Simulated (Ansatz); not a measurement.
`CC(C)(C)[O][Zn][F]` and `CC(C)(C)O` differ in one atom or group.

Ansatz, PBE0-D4/def2-TZVP geometries, multiplicity 1. Each molecule was computed in one conformer, which needn't be the lowest.

Scalar relativity is left out up to krypton.

```tsv
property	`CC(C)(C)[O][Zn][F]`
size of the dipole moment (PBE/def2-TZVPP) / D	2.40
LUMO energy (B3LYP/def2-TZVPP) / eV	-1.53
LUMO energy (PBE/def2-TZVPP) / eV	-2.12
HOMO–LUMO gap (ωB97M-V/def2-TZVPP) / eV	10.65
LUMO energy (PBE0/def2-TZVPP) / eV	-1.18
HOMO–LUMO gap (PBE0/def2-TZVPP) / eV	6.55
```

Question: Give the same properties after the change, and the shifts. (Estimate.)

Answer: The calculation gave: 
```csv
property,`CC(C)(C)O`,shift
size of the dipole moment (PBE/def2-TZVPP) / D,1.44,-0.96
LUMO energy (B3LYP/def2-TZVPP) / eV,0.48,2.01
LUMO energy (PBE/def2-TZVPP) / eV,0.02,2.14
HOMO–LUMO gap (ωB97M-V/def2-TZVPP) / eV,12.44,1.79
LUMO energy (PBE0/def2-TZVPP) / eV,0.83,2.01
HOMO–LUMO gap (PBE0/def2-TZVPP) / eV,8.57,2.02
```

Dipoles are sizes alone; their direction can turn.

B3LYP here is the variant with VWN-RPA as its local correlation; programs differ in this.

Positive LUMOs are unbound, so they and the gaps depend on the basis.
